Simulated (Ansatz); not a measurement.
Rows from a G0W0 calculation on InSe/InSe/InSe (GaSe type multilayer) (Ansatz 0.2.0; G0W0 on PBEsol, plane waves, PAW; 6×6×1 mesh, 479 empty bands, screening to 38 eV), in eV. Spin-orbit coupling is left out.

```tsv
row	k	band	start	Σx	Σc at the solution	Vxc
A	Γ	c2	-3.999	-10.674	-2.644	-14.122
B	Γ	c1	-4.559	-10.731	-2.612	-14.012
C	Γ	v3	-6.252	-18.165	2.073	-16.023
D	Γ	v1	-5.557	-15.291	1.129	-14.241
E	Γ	c3	-3.471	-10.462	-2.954	-14.284
F	Γ	v2	-6.182	-15.357	1.408	-13.816
```

**Question.** Work out each quasiparticle level and how far it moved.

The quasiparticle equation reads E = start + Σx + Σc(E) − Vxc.

```tsv
row	E (eV)	shift (eV)
A	-3.195	+0.804
B	-3.890	+0.669
C	-6.321	−0.069
D	-5.478	+0.080
E	-2.604	+0.868
F	-6.316	−0.133
```

The gap over the computed points goes from 0.99 eV to 1.59 eV.

Limits: not at the basis limit; coarse mesh for a sheet; no spin-orbit coupling.

[Paths, hosts, dates, memory and timing lines, banners, echoed tables and standing remarks are left out of the program output.]

[Logs are printed without paths, hosts, clocks, repeated set-up lines and the standing remarks that a program may print on its own settings, such as how far it seeks lower states.]

[Runs of the session that timed out or met a known fault of the program may be left out.]

[Cells called generated may have been cut or substituted from an entry of the Crystallography Open Database or the Materials Project.]

[Hosts, paths, dates, database ids (printed as entryN), source tags and the programs' standing remarks are cut or masked in the printed files.]
